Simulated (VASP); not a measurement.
# CoO (Pm-3m) in VASP: settings compared, part 2 of 2

VASP 6.6.1. The steps go on from the part before.

## 3. Density of states, PBE+U, collinear spin, antiferromagnetic start

POSCAR reads:

```
CoO
1.0
    2.5705263100      0.0000000000      0.0000000000
    0.0000000000      2.5705263100      0.0000000000
    0.0000000000      0.0000000000      5.1410526200
Co O
2 2
Direct
    0.0000000000      0.0000000000      0.0000000000
    0.0000000000      0.0000000000      0.5000000000
    0.5000000000      0.5000000000      0.2500000000
    0.5000000000      0.5000000000      0.7500000000
```

INCAR.step1 reads:

```
SYSTEM = CoO
  ALGO = Normal
  EDIFF = 1E-6
  ENCUT = 520
  GGA = PE
  ISIF = 2
  ISMEAR = -1
  ISPIN = 2
  LASPH = .True.
  LCHARG = .True.
  LDAU = .True.
  LDAUJ = 0 0
  LDAUL = 2 -1
  LDAUPRINT = 1
  LDAUTYPE = 2
  LDAUU = 2 0
  LMAXMIX = 4
  LREAL = .False.
  LWAVE = .False.
  MAGMOM = 2 -2 0 0
  NBANDS = 27
  NELM = 120
  PREC = Accurate
  SIGMA = 0.05
```

KPOINTS.step1 reads:

```
k-points
0
Gamma
  10 10 5
  0 0 0
```

INCAR.step2 reads:

```
SYSTEM = CoO
  ALGO = Normal
  EDIFF = 1E-6
  ENCUT = 520
  GGA = PE
  ICHARG = 11
  ISIF = 2
  ISMEAR = -5
  ISPIN = 2
  LASPH = .True.
  LCHARG = .False.
  LDAU = .True.
  LDAUJ = 0 0
  LDAUL = 2 -1
  LDAUPRINT = 1
  LDAUTYPE = 2
  LDAUU = 2 0
  LMAXMIX = 4
  LORBIT = 10
  LREAL = .False.
  LWAVE = .False.
  MAGMOM = 2 -2 0 0
  NBANDS = 27
  NEDOS = 2001
  NELM = 120
  PREC = Accurate
  SIGMA = 0.05
```

KPOINTS.step2 reads:

```
k-points
0
Gamma
  15 15 8
  0 0 0
```

Potentials or basis: VASP PAW PBE potentials, release 64 (Co, O).

Launch:

```bash
> cat potpaw_PBE.64/Co/POTCAR potpaw_PBE.64/O/POTCAR > POTCAR
> cp INCAR.step1 INCAR
> cp KPOINTS.step1 KPOINTS
> mpirun -np 1 vasp_std > vasp.out
> cp INCAR.step2 INCAR
> cp KPOINTS.step2 KPOINTS
> mpirun -np 1 vasp_std > vasp.out
```

OUTCAR:

```text
SYSTEM = CoO
   EDIFF = 1E-6
   ENCUT = 520
   GGA = PE
   ICHARG = 11
   ISIF = 2
   ISMEAR = -5
   ISPIN = 2
   LASPH = .True.
   LORBIT = 10
   LREAL = .False.
   NELM = 120
   PREC = Accurate

 ion  position               nearest neighbor table
   1  0.000  0.000  0.000-   3 2.23   4 2.23   3 2.23   4 2.23   3 2.23   4 2.23   3 2.23   4 2.23
                             2 2.57   2 2.57
   2  0.000  0.000  0.500-   3 2.23   4 2.23   3 2.23   4 2.23   3 2.23   4 2.23   3 2.23   4 2.23
                             1 2.57   1 2.57
   3  0.500  0.500  0.250-   1 2.23   2 2.23   1 2.23   2 2.23   1 2.23   2 2.23   1 2.23   2 2.23

   4  0.500  0.500  0.750-   1 2.23   2 2.23   1 2.23   2 2.23   1 2.23   2 2.23   1 2.23   2 2.23

  LATTYP: Found a simple tetragonal cell.
 ALAT       =     2.5705263100
 C/A-ratio  =     2.0000000000

  Lattice vectors:

 A1 = (   2.5705263100,   0.0000000000,   0.0000000000)
 A2 = (   0.0000000000,   2.5705263100,   0.0000000000)
 A3 = (   0.0000000000,   0.0000000000,   5.1410526200)

Analysis of symmetry for initial positions (statically):
[... 1746 lines left out ...]

  FORCE on cell =-STRESS in cart. coord.  units (eV):
  Direction    XX          YY          ZZ          XY          YZ          ZX
  --------------------------------------------------------------------------------------
  -------------------------------------------------------------------------------------
  Total        2.6165692      2.6165692      3.0801907     -0.0000000      0.0000000      0.0000000
  in kB      123.4089473    123.4089473    145.2753828     -0.0000000      0.0000000      0.0000000
  external PRESSURE =     130.6977591 kB  Pullay stress =       0.0000000 kB

 VOLUME and BASIS-vectors are now :
 -----------------------------------------------------------------------------
  energy-cutoff  :      520.00
  volume of cell :       33.97
      direct lattice vectors                 reciprocal lattice vectors
     2.570526310  0.000000000  0.000000000     0.389025390  0.000000000  0.000000000
     0.000000000  2.570526310  0.000000000     0.000000000  0.389025390  0.000000000
     0.000000000  0.000000000  5.141052620     0.000000000  0.000000000  0.194512695

 POSITION                                       TOTAL-FORCE (eV/Angst)
 -----------------------------------------------------------------------------------
      0.00000      0.00000      0.00000         0.000000      0.000000     -0.000000
      0.00000      0.00000      2.57053         0.000000      0.000000     -0.000000
      1.28526      1.28526      1.28526         0.000000     -0.000000      0.000000
      1.28526      1.28526      3.85579         0.000000     -0.000000      0.000000
 -----------------------------------------------------------------------------------
    total drift:                                0.000000      0.000000      0.000000

  FREE ENERGIE OF THE ION-ELECTRON SYSTEM (eV)
  ---------------------------------------------------
  free  energy   TOTEN  =       -23.5071632430 eV

  energy  without entropy=      -23.5071632430  energy(sigma->0) =      -23.50716324

 total charge

# of ion       s       p       d       tot
------------------------------------------
    1        0.306   0.383   7.198   7.887
    2        0.306   0.383   7.198   7.887
    3        1.576   3.403   0.000   4.978
    4        1.576   3.403   0.000   4.978
--------------------------------------------------
tot          3.764   7.571  14.397  25.732

 magnetization (x)

# of ion       s       p       d       tot
------------------------------------------
    1        0.003  -0.002   2.487   2.489
    2       -0.003   0.002  -2.487  -2.489
    3        0.000   0.000   0.000   0.000
    4        0.000   0.000   0.000   0.000
--------------------------------------------------
tot          0.000   0.000   0.000   0.000
```

Wall time 3.4 min (1 thread of Intel Xeon Platinum 8488C (Sapphire Rapids), shared host); peak memory 0.33 GiB.

What came out:

```yaml
Net_moment: 0.00 μB per cell
Site_moments: Co +2.49, -2.49; O +0.00 μB
Valence_electrons_inside_the_program's_atomic_spheres: Co 7.89; O 4.98
```

States per cell in windows of 0.5 eV (zero at the valence-band top; states under -8 eV left out):
| from (eV) | up | down | Co1_d_down | Co2_d_up | Co1_d_up | Co2_d_down | O3_p_up | O3_p_down |
| --- | --- | --- | --- | --- | --- | --- | --- | --- |
| -8.0 | 0.14 | 0.14 | 0.01 | 0.01 | 0.01 | 0.01 | 0.02 | 0.02 |
| -7.5 | 0.27 | 0.27 | 0.01 | 0.01 | 0.03 | 0.03 | 0.05 | 0.05 |
| -7.0 | 0.75 | 0.75 | 0.03 | 0.03 | 0.18 | 0.18 | 0.13 | 0.13 |
| -6.5 | 0.82 | 0.82 | 0.04 | 0.04 | 0.18 | 0.18 | 0.15 | 0.15 |
| -6.0 | 0.70 | 0.70 | 0.03 | 0.03 | 0.17 | 0.17 | 0.13 | 0.13 |
| -5.5 | 0.59 | 0.59 | 0.03 | 0.03 | 0.19 | 0.19 | 0.10 | 0.10 |
| -5.0 | 0.71 | 0.71 | 0.04 | 0.04 | 0.31 | 0.31 | 0.10 | 0.10 |
| -4.5 | 1.03 | 1.03 | 0.05 | 0.05 | 0.58 | 0.58 | 0.11 | 0.11 |
| -4.0 | 0.93 | 0.93 | 0.05 | 0.05 | 0.61 | 0.61 | 0.08 | 0.08 |
| -3.5 | 1.08 | 1.08 | 0.16 | 0.16 | 0.65 | 0.65 | 0.07 | 0.07 |
| -3.0 | 0.84 | 0.84 | 0.23 | 0.23 | 0.34 | 0.34 | 0.07 | 0.07 |
| -2.5 | 1.21 | 1.21 | 0.28 | 0.28 | 0.48 | 0.48 | 0.14 | 0.14 |
| -2.0 | 1.05 | 1.05 | 0.16 | 0.16 | 0.49 | 0.49 | 0.14 | 0.14 |
| -1.5 | 1.35 | 1.35 | 0.39 | 0.39 | 0.40 | 0.40 | 0.21 | 0.21 |
| -1.0 | 0.99 | 0.99 | 0.38 | 0.38 | 0.19 | 0.19 | 0.17 | 0.17 |
| -0.5 | 0.63 | 0.63 | 0.53 | 0.53 | 0.03 | 0.03 | 0.03 | 0.03 |
| 0.0 | 0.00 | 0.00 | 0.00 | 0.00 | 0.00 | 0.00 | 0.00 | 0.00 |
| 0.5 | 0.00 | 0.00 | 0.00 | 0.00 | 0.00 | 0.00 | 0.00 | 0.00 |
| 1.0 | 0.00 | 0.00 | 0.00 | 0.00 | 0.00 | 0.00 | 0.00 | 0.00 |
| 1.5 | 1.35 | 1.35 | 1.15 | 1.15 | 0.01 | 0.01 | 0.04 | 0.04 |
| 2.0 | 1.54 | 1.54 | 1.19 | 1.19 | 0.02 | 0.02 | 0.12 | 0.12 |
| 2.5 | 0.20 | 0.20 | 0.15 | 0.15 | 0.00 | 0.00 | 0.02 | 0.02 |
| 3.0 | 0.02 | 0.02 | 0.00 | 0.00 | 0.00 | 0.00 | 0.00 | 0.00 |
| 3.5 | 0.03 | 0.03 | 0.00 | 0.00 | 0.00 | 0.00 | 0.00 | 0.00 |
| 4.0 | 0.03 | 0.03 | 0.00 | 0.00 | 0.00 | 0.00 | 0.00 | 0.00 |
| 4.5 | 0.05 | 0.05 | 0.00 | 0.00 | 0.00 | 0.00 | 0.01 | 0.01 |
| 5.0 | 0.07 | 0.07 | 0.00 | 0.00 | 0.00 | 0.00 | 0.01 | 0.01 |
| 5.5 | 0.08 | 0.08 | 0.00 | 0.00 | 0.00 | 0.00 | 0.01 | 0.01 |
| 6.0 | 0.12 | 0.12 | 0.00 | 0.00 | 0.00 | 0.00 | 0.02 | 0.02 |
| 6.5 | 0.21 | 0.21 | 0.01 | 0.01 | 0.01 | 0.01 | 0.03 | 0.03 |
| 7.0 | 0.61 | 0.61 | 0.03 | 0.03 | 0.02 | 0.02 | 0.06 | 0.06 |
| 7.5 | 0.62 | 0.62 | 0.02 | 0.02 | 0.02 | 0.02 | 0.06 | 0.06 |

Eigenvalues of the final occupation matrices:
| site | spin | trace | eigenvalues |
| --- | --- | --- | --- |
| site 1 d | 1 | 4.86 | 0.95 0.95 0.98 0.98 0.98 |
| site 1 d | 2 | 2.37 | 0.16 0.16 0.17 0.94 0.95 |
| site 2 d | 1 | 2.37 | 0.16 0.16 0.17 0.94 0.95 |
| site 2 d | 2 | 4.86 | 0.95 0.95 0.98 0.98 0.98 |

The state reached can hang on the start; a lower one may exist.
